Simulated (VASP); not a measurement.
# HgS3 (P-6m2) in VASP: reference runs

Reference runs on HgS3: the cell as given.

All numbers are computed with VASP 6.6.1; they aren't measurements. Logs are shortened: lines on timing, memory, paths and dates and some standing lists are left out, and cuts for length are marked.

## (1) The crystal as given

It takes space group P-6m2 (No. 187, hexagonal). The conventional cell has a = 5.166 Å, b = 5.166 Å, c = 4.885 Å, α = 90.00°, β = 90.00°, γ = 120.00°. Hg (site symmetry -6m2) is surrounded by 9 S at 2.98 to 3.22 Å. S (site symmetry 3m) has 2 S at 2.40 to 2.48 Å as nearest neighbours. Around S (site symmetry -6m2) lie 3 Hg at 2.98 Å and 6 S at 3.22 Å.

The cell was built by a generator and needn't be a form met in nature.

## (2) Single point, PBE

The input, INCAR:

```
SYSTEM = HgS3
PREC = Accurate ; ENCUT = 520
EDIFF = 1E-7 ; ISMEAR = -1
SIGMA = 0.05 ; LREAL = .False.
LASPH = .True. ; NELM = 100
ALGO = Normal ; ISIF = 2
LWAVE = .False. ; LCHARG = .False.
GGA = PE ; NBANDS = 23
```

The input, KPOINTS:

```
Automatic mesh
0
Gamma
  6 6 6
  0 0 0
```

The input, POSCAR:

```
HgS3
1.0
    5.1661613600      0.0000000000      0.0000000000
   -2.5830806800      4.4740269800      0.0000000000
    0.0000000000      0.0000000000      4.8846890200
Hg S
1 3
Direct
    0.0000000000      0.0000000000      0.5000000000
    0.6666666700      0.3333333300      0.7461026700
    0.6666666700      0.3333333300      0.2538973300
    0.3333333300      0.6666666700      0.5000000000
```

Potentials or basis: VASP PAW PBE potentials, release 64 (Hg, S).

Started as:

```
cat potpaw_PBE.64/Hg/POTCAR potpaw_PBE.64/S/POTCAR > POTCAR
mpirun -np 1 vasp_std > vasp.out
```

OUTCAR:

```text
SYSTEM = HgS3
   PREC = Accurate
   ENCUT = 520
   EDIFF = 1E-7
   ISMEAR = -1
   LREAL = .False.
   LASPH = .True.
   NELM = 100
   ISIF = 2
   GGA = PE

 ion  position               nearest neighbor table
   1  0.000  0.000  0.500-   4 2.98   4 2.98   4 2.98   2 3.22   3 3.22   3 3.22   2 3.22   3 3.22
                             2 3.22
   2  0.667  0.333  0.746-   3 2.40   3 2.48   1 3.22   1 3.22   1 3.22
   3  0.667  0.333  0.254-   2 2.40   2 2.48   1 3.22   1 3.22   1 3.22
   4  0.333  0.667  0.500-   1 2.98   1 2.98   1 2.98

  LATTYP: Found a hexagonal cell.
 ALAT       =     5.1661613600
 C/A-ratio  =     0.9455161540

  Lattice vectors:

 A1 = (   5.1661613600,   0.0000000000,   0.0000000000)
 A2 = (  -2.5830806800,   4.4740269800,   0.0000000000)
 A3 = (   0.0000000000,   0.0000000000,   4.8846890200)

Analysis of symmetry for initial positions (statically):
=====================================================================
 Subroutine PRICEL returns:
 Original cell was already a primitive cell.

 Routine SETGRP: Setting up the symmetry group for a
 hexagonal supercell.

 Subroutine GETGRP returns: Found 12 space group operations
 (whereof 12 operations were pure point group operations)
 out of a pool of 24 trial point group operations.

The static configuration has the point symmetry D_3h.

Analysis of symmetry for dynamics (positions and initial velocities):
=====================================================================
 Subroutine PRICEL returns:
 Original cell was already a primitive cell.

 Routine SETGRP: Setting up the symmetry group for a
 hexagonal supercell.

 Subroutine GETGRP returns: Found 12 space group operations
 (whereof 12 operations were pure point group operations)
 out of a pool of 24 trial point group operations.

The dynamic configuration has the point symmetry D_3h.

 Subroutine INISYM returns: Found 12 space group operations
 (whereof 12 operations are pure point group operations),
 and found     1 'primitive' translations

----------------------------------------------------------------------------------------

                                     Primitive cell

  volume of cell :     112.9025

  direct lattice vectors                    reciprocal lattice vectors
     5.166161360  0.000000000  0.000000000     0.193567318  0.111756143  0.000000000
    -2.583080680  4.474026980  0.000000000     0.000000000  0.223512286  0.000000000
     0.000000000  0.000000000  4.884689020     0.000000000  0.000000000  0.204721323

  length of vectors
     5.166161360  5.166161362  4.884689020     0.223512287  0.223512286  0.204721323

  position of ions in fractional coordinates (direct lattice)
     0.000000000  0.000000000  0.500000000
     0.666666670  0.333333330  0.746102670
     0.666666670  0.333333330  0.253897330
     0.333333330  0.666666670  0.500000000

  ion indices of the primitive-cell ions
   primitive index   ion index
                 1           1
                 2           2
                 3           3
                 4           4

----------------------------------------------------------------------------------------

 KPOINTS: Automatic mesh

Automatic generation of k-mesh.
 Grid dimensions read from file:
 generate k-points for:    6    6    6

 Generating k-lattice:

  Cartesian coordinates                     Fractional coordinates (reciprocal lattice)
     0.032261220  0.018626024  0.000000000     0.166666667 -0.000000000  0.000000000
     0.000000000  0.037252048  0.000000000     0.000000000  0.166666667  0.000000000
     0.000000000  0.000000000  0.034120221     0.000000000  0.000000000  0.166666667

  Length of vectors
     0.037252048  0.037252048  0.034120221

  Shift w.r.t. Gamma in fractional coordinates (k-lattice)
     0.000000000  0.000000000  0.000000000

 Subroutine IBZKPT returns following result:
 ===========================================

 Found     28 irreducible k-points:

 Following reciprocal coordinates:
            Coordinates               Weight
  0.000000  0.000000  0.000000      1.000000
  0.166667  0.000000  0.000000      6.000000
  0.333333  0.000000  0.000000      6.000000
  0.500000 -0.000000  0.000000      3.000000
  0.166667  0.166667  0.000000      6.000000
  0.333333  0.166667  0.000000     12.000000
[... 16 lines left out ...]
  0.166667  0.000000  0.500000      6.000000
  0.333333  0.000000  0.500000      6.000000
 [... further k-points ...]
   k-points           NKPTS =     28   k-points in BZ     NKDIM =     28   number of bands    NBANDS=     23
   number of dos      NEDOS =    301   number of ions     NIONS =      4
   total plane-waves  NPLWV =  57600
   dimension x,y,z NGX =    40 NGY =   40 NGZ =   36
   dimension x,y,z NGXF=    80 NGYF=   80 NGZF=   72
   ions per type =               1   3
   NGX,Y,Z   is equivalent  to a cutoff of  12.87, 12.87, 12.25 a.u.
   NGXF,Y,Z  is equivalent  to a cutoff of  25.74, 25.74, 24.50 a.u.
 SYSTEM =  HgS3
   PREC   = accura    normal or accurate (medium, high low for compatibility)
   ISTART =      0    job   : 0-new  1-cont  2-samecut
   ICHARG =      2    charge: 1-file 2-atom 10-const
   ISPIN  =      1    spin polarized calculation?
   LNONCOLLINEAR =      F non collinear calculations
   LSORBIT =      F    spin-orbit coupling
   LASPH  =      T    aspherical Exc in radial PAW
   ENCUT  =  520.0 eV  38.22 Ry    6.18 a.u.   9.61  9.61  9.08*2*pi/ulx,y,z
   NELM   =    100;   NELMIN=  2; NELMDL= -5     # of ELM steps
   EDIFF  = 0.1E-06   stopping-criterion for ELM
   LREAL  =      F    real-space projection
   EDIFFG = 0.1E-05   stopping-criterion for IOM
   NSW    =      0    number of steps for IOM
   IBRION =     -1    ionic relax: 0-MD 1-quasi-New 2-CG
   NFREE  =      0    steps in history (QN), initial steepest desc. (CG)
   ISIF   =      2    stress and relaxation
   ISYM   =      2    0-nonsym 1-usesym 2-fastsym
   POTIM  = 0.5000    time-step for ionic-motion
   TEBEG  =    0.0;   TEEND  =   0.0 temperature during run
   PSTRESS=    0.0 pullay stress
   NELECT =      30.0000    total number of electrons
   NUPDOWN=      -1.0000    fix difference up-down
   EMIN   =  10.00;   EMAX   =-10.00  energy-range for DOS
   EFERMI =   0.00;   METHOD = LEGACY
   ISMEAR =    -1;   SIGMA  =   0.05  broadening in eV -4-tet -1-fermi 0-gaus
   EFERMI_NEDOS =   21; number of points for ismear=-14 and -15
   IALGO  =     38    algorithm
   IMIX   =      4    mixing-type and parameters
     AMIX     =   0.40;   BMIX     =  1.00
     AMIX_MAG =   1.60;   BMIX_MAG =  1.00
  volume/ion in A,a.u.               =      28.23       190.48
  Fermi-wavevector in a.u.,A,eV,Ry     =   1.052481  1.988900 15.071382  1.107715
  Thomas-Fermi vector in A             =   2.187565
   LORBIT       =      0    0 simple, 1 ext, 2 COOP (PROOUT), +10 PAW based schemes
   GGA     = PE    functional components
   LHFCALC =     F    Hartree Fock is set to
   AEXX    =    0.0000 exact exchange contribution
   IVDW    =     0    specifies the selected vdW correction
   LEPSILON=     F    determine dielectric tensor
   LRPA    =     F    only Hartree local field effects (RPA)
 non-spin polarized calculation
  energy-cutoff  :      520.00
  volume of cell :      112.90
 maximum number of plane-waves:      3102
 NGX is ok and might be reduce to    40
   NGX = 19   NGY = 19   NGZ = 19

 number of electron      29.9999999 magnetization

 Free energy of the ion-electron system (eV)
  ---------------------------------------------------
  ext. energy  EPLUGINS =         0.00000000
  ---------------------------------------------------
  free energy    TOTEN  =        -9.11918863 eV

  energy without entropy =       -9.07800967  energy(sigma->0) =       -9.09859915

 E-fermi :   1.1802     XC(G=0):  -8.4678

 val. band max:        1.1776451116   @ k =   0.1667   0.1667   0.5000
 cond. band min:       1.1891712165   @ k =   0.1667   0.1667   0.3333
 fundamental gap:      0.0115261049
 Fermi energy:         1.1802258486

 k-point     1 :       0.0000    0.0000    0.0000
  band No.  band energies     occupation
      1     -12.7099      2.00000
      2     -10.1859      2.00000
      3      -8.6176      2.00000
      4      -5.1129      2.00000
      5      -5.1129      2.00000
      6      -4.8173      2.00000
[... 15 lines left out ...]
     22       7.6570      0.00000
     23       9.7484      0.00000

 k-point     2 :       0.1667    0.0000    0.0000
  band No.  band energies     occupation
      1     -12.6543      2.00000
      2     -10.2679      2.00000
      3      -8.6144      2.00000
      4      -5.0838      2.00000
      5      -5.0505      2.00000
      6      -4.7161      2.00000
[... 15 lines left out ...]
     22       8.1657      0.00000
     23       9.4669      0.00000

 k-point     3 :       0.3333    0.0000    0.0000
  band No.  band energies     occupation
      1     -12.5349      2.00000
      2     -10.4275      2.00000
      3      -8.6077      2.00000
      4      -4.9941      2.00000
      5      -4.9041      2.00000
      6      -4.6798      2.00000
[... 15 lines left out ...]
     22       7.7315      0.00000
     23       9.3046      0.00000
[... 495 lines left out ...]
 k-point    23 :       0.1667    0.0000    0.5000
  band No.  band energies     occupation
      1     -11.8237      2.00000
      2     -10.8528      2.00000
      3      -9.9964      2.00000
      4      -5.0210      2.00000
      5      -4.9238      2.00000
      6      -4.6986      2.00000
[... 15 lines left out ...]
     22       9.0500      0.00000
     23       9.2230      0.00000

 k-point    24 :       0.3333    0.0000    0.5000
  band No.  band energies     occupation
      1     -11.6089      2.00000
      2     -10.8393      2.00000
      3     -10.2786      2.00000
      4      -4.8872      2.00000
      5      -4.7326      2.00000
      6      -4.7132      2.00000
[... 15 lines left out ...]
     22       9.7328      0.00000
     23       9.8504      0.00000

 [... further k-points ...]

------------------------ aborting loop because EDIFF is reached ----------------------------------------

  FORCE on cell =-STRESS in cart. coord.  units (eV):
  Direction    XX          YY          ZZ          XY          YZ          ZX
  --------------------------------------------------------------------------------------
  -------------------------------------------------------------------------------------
  Total       -4.4122984     -4.4122984     -3.3518885      0.0000000     -0.0000000      0.0000000
  in kB      -62.6140751    -62.6140752    -47.5660026      0.0000000     -0.0000000      0.0000000
  external PRESSURE =     -57.5980510 kB  Pullay stress =       0.0000000 kB

 VOLUME and BASIS-vectors are now :
 -----------------------------------------------------------------------------
  energy-cutoff  :      520.00
  volume of cell :      112.90
      direct lattice vectors                 reciprocal lattice vectors
     5.166161360  0.000000000  0.000000000     0.193567318  0.111756143  0.000000000
    -2.583080680  4.474026980  0.000000000     0.000000000  0.223512286  0.000000000
     0.000000000  0.000000000  4.884689020     0.000000000  0.000000000  0.204721323

 POSITION                                       TOTAL-FORCE (eV/Angst)
 -----------------------------------------------------------------------------------
      0.00000      0.00000      2.44234        -0.000000      0.000000      0.000000
      2.58308      1.49134      3.64448        -0.000000      0.000000      1.067877
      2.58308      1.49134      1.24021        -0.000000      0.000000     -1.067877
     -0.00000      2.98268      2.44234         0.000000      0.000000      0.000000
 -----------------------------------------------------------------------------------
    total drift:                               -0.000018      0.000011     -0.000000

  FREE ENERGIE OF THE ION-ELECTRON SYSTEM (eV)
  ---------------------------------------------------
  free  energy   TOTEN  =        -9.1191886335 eV

  energy  without entropy=       -9.0780096672  energy(sigma->0) =       -9.09859915
```

It took 42 s on 1 thread of Intel Xeon Platinum 8488C (Sapphire Rapids), shared host; peak memory 0.26 GiB.

Results:

```yaml
Free_energy: -9.1192 eV
Pressure: -5.8 GPa
Largest_force: 1.068 eV/Å
Band_gap_on_the_k_mesh: none (metal or under the smearing width)
```

Forces on the atoms (eV/Å):
```
Hg   0.000  0.000  0.000
S    0.000  0.000  1.068
S    0.000  0.000 -1.068
S    0.000  0.000  0.000
```

Stress tensor (GPa, compression positive):
```
-6.26  0.00  0.00
 0.00 -6.26  0.00
 0.00  0.00 -4.76
```

Caveat: forces of over 1 eV/Å show positions far from the minimum, so gaps and moduli don't describe the material at rest.
